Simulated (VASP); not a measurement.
Wanted: the native input for a VASP 6.6.1 run.

- Task: relaxation of cell and atoms
- Functional: PBE
- Potentials or basis: VASP PAW PBE potentials, release 64 (N_s, B_s)
- Cutoff: 480 eV
- k mesh: 13 × 13 × 13
- Occupations: fermi-dirac, width 0.05 eV
- Spin: no spin polarisation
- Further INCAR settings: ALGO = Fast; EDIFF = 1e-07; IBRION = 2; EDIFFG = -0.01; NSW = 60; ISIF = 3

The structure of BN lies in POSCAR:

```
BN
1.0
    0.0000000000      1.8130010000      1.8130010000
    1.8130010000      0.0000000000      1.8130010000
    1.8130010000      1.8130010000      0.0000000000
N B
1 1
Direct
    0.2500000000      0.2500000000      0.2500000000
    0.0000000000      0.0000000000      0.0000000000
```

The cell is a database's computed one.

These files were run (other wordings do the same):

INCAR

```
SYSTEM = BN
  ALGO = Fast
  EDIFF = 1E-7
  EDIFFG = -0.01
  ENCUT = 480
  GGA = PE
  IBRION = 2
  ISIF = 3
  ISMEAR = -1
  LASPH = .TRUE.
  LCHARG = .FALSE.
  LREAL = .FALSE.
  LWAVE = .FALSE.
  NELM = 100
  NSW = 60
  PREC = Accurate
  SIGMA = 0.05
```

KPOINTS

```
k-points
0
G
  13 13 13
  0 0 0
```

Potentials or basis: VASP PAW PBE potentials, release 64 (N_s, B_s).

The run is started by

```sh
$ cat potpaw_PBE.64/N_s/POTCAR potpaw_PBE.64/B_s/POTCAR > POTCAR
$ mpirun -np 1 vasp_std > vasp.out
```

It gave:

```yaml
Pressure_after_relaxing: 0.2 GPa
Band_gap_on_the_k_mesh: 4.54 eV, indirect (least direct gap 8.78 eV)
```

Caveat: the relaxation stopped at its first step, so nothing moved; an odd mesh through Γ misses points on the zone boundary, where band edges often lie.

Run time: 6.8 s on 1 thread of Intel(R) Xeon(R) Platinum 8375C CPU @ 2.90GHz (Ice Lake) (shared host), peak memory 0.12 GiB.
